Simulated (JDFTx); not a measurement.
CuO:

```
Cu O
1.0
     2.83633    0.00000    0.00000
    -1.41816    2.45633    0.00000
     0.00000    0.00000    2.76811
Cu O
1 1
Direct
  0.00000 0.00000 0.00000
  0.66667 0.33333 0.50000
```

Measurements of this composition are mostly on another form, of space group No. 15.

- Program: JDFTx 1.7.0 (patched build)
- Task: relaxation of cell and atoms
- Functional: PBE
- Potentials or basis: Ansatz-NC-SR-PBE with smoothed tails
- Cutoff: 1252 eV
- Density cutoff: 10014 eV
- k mesh: 6 × 6 × 5
- Occupations: fermi-dirac, width 0.05 eV
- Spin: no spin polarisation

At the start: pressure -0.9 GPa; volume 9.64 Å³/atom.

Task: Where does the relaxation end?

Result: Over 8 steps the energy falls by 10.6 meV/atom and the volume is 9.67 Å³/atom (+0.2 %); space group P-6m2 (No. 187, to 0.05 Å).

The path:
```
step  energy change (eV)  largest force (eV/Å)  pressure (GPa)  volume (Å³)
   1              0.0000                0.0000           -0.93        19.29
   2             -0.0048                0.0000           -0.52        19.26
   3             -0.0195                0.0000            1.16        19.17
   4             -0.0208                0.0000           -0.83        19.42
   5             -0.0211                0.0000            0.26        19.30
   6             -0.0211                0.0000            0.03        19.33
   7             -0.0211                0.0000            0.00        19.33
   8             -0.0211                0.0000            0.01        19.33
```

Final structure:
```
Cu O
1.0
     2.88494    0.00000    0.00000
    -1.44247    2.49844    0.00000
     0.00000    0.00000    2.68199
Cu O
1 1
Direct
  0.00000 0.00000 0.00000
  0.66667 0.33333 0.50000
```

Caveat: the k mesh is coarse (spacing up to 0.45 Å⁻¹), so the values aren't converged; an odd number of electrons without spin polarisation forces a metal; a magnetic or distorted state may lie lower; the run has no spin polarisation, though such a crystal can be magnetic.
